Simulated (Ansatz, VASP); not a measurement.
# One calculation of CaO, two programs

The input INCAR:

```
  PREC = Accurate
  ENCUT = 520
  EDIFF = 1E-7
  ISMEAR = -1
  SIGMA = 0.02
  LREAL = False
  LASPH = True
  NELM = 100
  ALGO = Normal
  ISIF = 2
  LWAVE = False
  LCHARG = False
  GGA = PE
  NBANDS = 15
```

The input KPOINTS:

```
Automatic mesh
0
Gamma
  7 7 7
```

The input POSCAR:

```
CaO
1.0
    0.0000000000      2.5045000000      2.5045000000
    2.5045000000      0.0000000000      2.5045000000
    2.5045000000      2.5045000000      0.0000000000
Ca O
1 1
Direct
    0.0000000000      0.0000000000      0.0000000000
    0.5000000000      0.5000000000      0.5000000000
```

Input for Ansatz:

```yaml
crystal:
  lattice:
    - [0.0, 2.5045, 2.5045]
    - [2.5045, 0.0, 2.5045]
    - [2.5045, 2.5045, 0.0]
  atoms:
    - { symbol: Ca, position: [0.0, 0.0, 0.0] }
    - { symbol: O, position: [0.5, 0.5, 0.5] }
hamiltonian:
  xc: pbe
  pseudopotentials: { kind: paw }
basis:
  ecutwfc: 420
kpoints:
  mp_grid: { grid: [7, 7, 7] }
scf:
  occupations: { method: fermi_dirac, width: 0.02 }
  lower_state_search: "off"
output:
  forces: true
  stress: true
```

Alike in both runs: task single point; functional PBE; k mesh 7 × 7 × 7; occupations fermi-dirac, width 0.02 eV; no spin polarisation.

```csv
,VASP,Ansatz
version,VASP 6.6.1,Ansatz 0.2.0
potentials or method,"VASP PAW PBE potentials, release 64 (Ca_sv, O)","PAW, plane waves, scalar-relativistic"
plane-wave cutoff (eV),520,420
valence electrons in the cell,16,16
```

Ansatz gave:

| Item | Value |
| --- | --- |
| pressure (GPa) | -9.0 |

Which values does VASP return?

Pressure (GPa): -8.7.

Caveats: an odd mesh through Γ misses points on the zone boundary, where band edges often lie. PBE gaps usually lie below the measured ones, often by a third to a half.
